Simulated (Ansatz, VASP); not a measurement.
Se in VASP and in Ansatz

```
CELL_PARAMETERS angstrom
2.84634 0.00000 0.00000
0.00000 2.84634 0.00000
0.00000 0.00000 2.84634
ATOMIC_POSITIONS crystal
Se 0.00000 0.00000 0.00000
```

Alike in both runs: task single point; functional PBE; k mesh 14 × 14 × 14; occupations gaussian, width 0.1 eV; no spin polarisation.

|  | VASP | Ansatz |
| --- | --- | --- |
| version | VASP 6.6.1 | Ansatz 0.2.0 |
| potentials or method | VASP PAW PBE potentials, release 64 (Se) | scalar-relativistic, plane waves, PAW |
| plane-wave cutoff (eV) | 520 | 420 |
| valence electrons in the cell | 6 | 16 |

```tsv
	VASP	Ansatz	Ansatz less VASP
gap on the k mesh at the Fermi level (eV)	none	none	-
pressure (GPa)	-1.2	-1.2	-0.02
```

A gap of «none» marks a metal or a gap that the smearing closes. The two sets of potentials don't hold the same shells in valence.
